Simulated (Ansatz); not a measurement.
# Structure relaxation of As

The calculation used DFT PBE, scalar-relativistic, plane waves, PAW (Ansatz 0.2.0).

As was placed on the sites of a reported C cell (P6_3mc, No. 186), at a guessed volume.

The final relaxation ran on this input, with the default PAW datasets:

```yaml
crystal:
  lattice:
    - [3.6143957408, 0.0, 0.0]
    - [-1.8071978704, 3.1301585308, 0.0]
    - [0.0, 0.0, 10.6399821304]
  atoms:
    - { symbol: As, position: [0.0, 0.0, 0.9372612293] }
    - { symbol: As, position: [0.0, 0.0, 0.4372612293] }
    - { symbol: As, position: [0.3333333333, 0.6666666667, 0.0677387707] }
    - { symbol: As, position: [0.6666666667, 0.3333333333, 0.5677387707] }
basis:
  ecutwfc: 420
kpoints:
  mp_grid: { grid: [9, 9, 4] }
hamiltonian:
  xc: pbe
scf:
  occupations: { method: gaussian, width: 0.02 }
output:
  forces: true
  stress: true
  eigenvalues: true
relax:
  adjacent_minimum: "off"
  f_tol: 0.01
  max_steps: 80
  cell: { stress_tol: 0.05 }
```

It can be run as:

```bash
ansatz run input.yaml --threads 1 --pin off --backend cpu --events-out ev --progress --plain --runs-dir out  # memory cap (--max-ram) not shown
```

The program printed at the end:

```
SCF converged after 5 iterations
Free energy (F): -19424.549338 eV
Harris-Foulkes:  -19424.549338 eV  (|F-HF|=4.37e-11)
Internal energy: -19424.549338 eV  (E = F + TS)
E sigma→0 (E₀):  -19424.549338 eV
Fermi energy:    6.289938 eV
--- Per-component energies (eV) ---
  E_band       = -1180.767085
  E_kinetic    = 407.814106
  E_local      = -9148.790000  (includes V_loc(G=0)·N_el)
  E_nonlocal   = -2682.981517
  E_hartree    = 4812.737374
  E_xc         = -315.281076
  E_vxc        = -314.421427  (∫ρ·V_xc dr)
  E_paw        = -7338.237993  (= ΣΔE_a)
  E_vpaw       = 932.136996  (= ΣTr[D̂ρ^β])
  E_aug_tail   = 0.000026  (compensation charges beyond the density's cutoff)
  E_ewald      = -5159.810257
  E_smearing   =  0.000000  (= −TS)
  E_closure    = 0.000000  (closes the sum)
  Σ components = -19424.549338   (vs F -19424.549338, Δ=0.00e0)
--- Forces (eV/Å), atoms counted from 1 ---
  atom   1  As     0.00000000     0.00000000     0.00242014
  atom   2  As     0.00000000     0.00000000     0.00242014
  atom   3  As     0.00000000     0.00000000    -0.00242056
  atom   4  As     0.00000000     0.00000000    -0.00242056
  max |Σ_I F_I| component: 8.32e-7 eV/Å
--- Stress (GPa, compression-positive) ---
        0.014326       0.000000       0.000000
        0.000000       0.014326       0.000000
        0.000000       0.000000       0.018605
  P = ⅓ Tr σ = 0.0158 GPa (0.158 kbar)
--- Relaxed structure (1 steps of the walk, 1 accepted, 1 SCFs on fresh bases) ---
  F+E_penalty+E_count = -19424.54933793 eV   max|allowed force component| = 2.420e-3 eV/Å   (the final SCF, on the basis selected at the relaxed cell)
  cell:  # Å, volume = 120.3768 Å³
    - [3.614396, 0.0, 0.0]
    - [-1.807198, 3.130159, 0.0]
    - [0.0, 0.0, 10.639982]
  atoms:
    - { symbol: As, position: [0.0, 0.0, 0.937261] }
    - { symbol: As, position: [0.0, 0.0, 0.437261] }
    - { symbol: As, position: [0.333333, 0.666667, 0.067739] }
    - { symbol: As, position: [0.666667, 0.333333, 0.567739] }
```

Absolute energies hang on the potentials; compare differences alone.

The result has space group P6_3mc (No. 186). As on Wyckoff site a (2 atoms of the primitive cell) is coordinated by 3 As at 2.51 Å; As on Wyckoff site b (2 atoms of the primitive cell) has 3 As at 2.51 Å.

Weakly bound directions are ill-defined at this level, which has no dispersion term.

Symmetry constrained the relaxation, so the result can be a saddle point.